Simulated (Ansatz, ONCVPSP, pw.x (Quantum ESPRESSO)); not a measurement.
# Equation-of-state test of one ONCV potential (strontium)

Sr (Z = 38), optimised norm-conserving Vanderbilt (ONCV), made with ONCVPSP 4.0.1 (PBE, scalar-relativistic). Core [Ar] 3d10, reference 4s2 4p6 5s2. Waves: 4s+5s: rc 2.05 bohr, ncon 4, nbas 7, qcut 7.4 1/bohr, 2 projectors; 4p: rc 1.90 bohr, ncon 4, nbas 9, qcut 7.3 1/bohr, 2 projectors, debl 2.6 Ha; d scattering state at 0.09 Ha: rc 1.80 bohr, ncon 4, nbas 7, qcut 6 1/bohr, 2 projectors, debl 1.5 Ha. Local part: polynomial inside 1.45 bohr (lpopt 1, dvloc0 4 Ha). Core correction: Teter function, fcfact 2.75, rcfact 1.7.

In the d channel the program set the typed energies aside and used 0.050, 1.550 Ha.

Crystal test: sc Sr in pw.x 7.5, no spin, 9³ k-points, Fermi–Dirac smearing 0.01 Ry, cutoffs 50/200 Ry. The reference is all-electron LAPW (Ansatz 0.2.0) with the same functional, mesh and smearing; V0 and B0 come from Birch–Murnaghan fits to the pressures at five volumes. Errors are pseudo minus all-electron; Δ is the rms difference of the E(V) curves that follow from these fits, minima aligned, over ±6 % about the mean V0. Mesh and smearing are coarse, so the numbers serve the comparison and aren't converged zero-temperature values; the lattice is a test structure that the element need not adopt.

All-electron: a0 = 3.874 Å (V0 = 58.16 Å³/atom), B0 = 6.7 GPa.

Task: How far does the potential miss the all-electron equation of state?

Result: mean pressure error (GPa): -0.00; a0 (Å): 3.874; a0 error (%): -0.02; B0 error (%): +0.6; Δ (meV/atom): 0.1.

| V (Å³/atom) | P all-electron (GPa) | P pseudo (GPa) |
| --- | --- | --- |
| 55.460 | 0.34 | 0.34 |
| 56.920 | 0.15 | 0.15 |
| 58.379 | -0.03 | -0.03 |
| 59.838 | -0.18 | -0.19 |
| 61.298 | -0.33 | -0.33 |

Task: At the middle volume, how do free energy and pressure move when the wave cutoff is lowered (ecutrho kept at four times it)?

Result:

```csv
cutoff (Ry),shift of F (meV/atom),shift of P (GPa)
22,+1272.2,-9.23
30,+240.0,-3.13
40,+13.7,-0.34
```

The 8 pw.x runs together took about 41 s on one core of a shared server CPU.
